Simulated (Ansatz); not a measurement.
PbSe:

```xyz
2
Lattice="3.7843 0.0000 0.0000 0.0000 3.7843 0.0000 0.0000 0.0000 3.7843" Properties=species:S:1:pos:R:3 pbc="T T T"
Pb    0.0000    0.0000    0.0000
Se    1.8922    1.8922    1.8922
```

Measurements of this composition are mostly on another form, of space group No. 225.

Base run:

* Program: Ansatz 0.2.0
* Functional: HSE06 form with a typed share of exact exchange
* Potentials or basis: Ansatz PAW
* Cutoff: 420 eV (not typed: the program's choice for these potentials)
* k mesh: 4 × 4 × 4
* Occupations: fermi-dirac, width 0.05 eV
* Spin: no spin polarisation

Its results: band gap on the k mesh 0.26 eV, indirect (least direct gap 1.30 eV); pressure -1.7 GPa.

**Question.** The run is repeated on the same cell with these changes: share of exact exchange from 0.5 to 0.25. What comes out?

**Answer.** Band gap on the k mesh none (metal or under the smearing width); pressure -1.0 GPa.

Caveats: some runs use coarse meshes; the PAW data sets come from PBE, with cores solved anew for the run's functional, which leaves a small shift of forces and pressure; the thresholds are loose for stress; spin-orbit coupling is left out, which as a rule narrows the gap of such compounds by several tenths of an eV (some runs).

A k mesh can miss the band edges.
